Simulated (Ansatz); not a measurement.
Y

```
Y
1.0
     0.00000    3.51897    3.51897
     3.51897    0.00000    3.51897
     3.51897    3.51897    0.00000
Y
2
Direct
  0.00000 0.00000 0.00000
  0.25000 0.25000 0.25000
```

Atoms are numbered in the order listed.

Conventional cell: a = 7.038 Å, b = 7.038 Å, c = 7.038 Å, α = 90.00°, β = 90.00°, γ = 90.00°. Y (atom 1) is surrounded by 4 Y at 3.05 Å.

The cell was built from the diamond type and relaxed in the same program, and has space group Fd-3m; it needn't be a known or the stable phase.

These are results of DFT, PBE, all-electron LAPW, scalar-relativistic in Ansatz 0.2.0, not measurements.

Sampling and basis: a Γ-centred 9×9×9 k mesh, Fermi–Dirac smearing of 0.05 eV, basis error target 1 meV/atom, no spin polarisation.

* Pressure at this cell: 0.04 GPa
* Volume per atom: 43.58 Å³

(1) Give the computed value. Density of states at the Fermi level (0.2 eV bin).

(2) Give the computed value. Band gap.

Answers

(1) 4.31 states/eV per cell.

(2) none: bands cross the Fermi level, a metal.
